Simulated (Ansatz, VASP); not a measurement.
One calculation of ZnO, two programs

```
Zn O
1.0
     3.18714    0.00000    0.00000
    -1.59357    2.76015    0.00000
     0.00000    0.00000    5.15226
Zn O
2 2
Cartesian
  1.5936 0.9200 2.5810
  0.0000 1.8401 0.0049
  1.5936 0.9200 4.5307
  0.0000 1.8401 1.9545
```

Alike in both runs: task single point; functional LDA; k mesh 12 × 12 × 6; occupations gaussian, width 0.02 eV; no spin polarisation.

|  | VASP | Ansatz |
| --- | --- | --- |
| version | VASP 6.6.1 | Ansatz 0.2.0 |
| potentials or method | VASP PAW LDA potentials, release 64 (Zn, O) | scalar-relativistic, plane waves, PAW |
| plane-wave cutoff (eV) | 520 | 420 |
| valence electrons in the cell | 36 | 36 |

|  | VASP | Ansatz | Ansatz less VASP |
| --- | --- | --- | --- |
| gap on the k mesh at the Fermi level (eV) | 0.81 | 0.80 | -0.008 |
| least direct gap on the mesh (eV) | 0.81 | 0.80 | -0.008 |
| pressure (GPa) | 1.1 | 0.0 | -1.14 |

As with any semilocal functional, this LDA gap is likely too small.
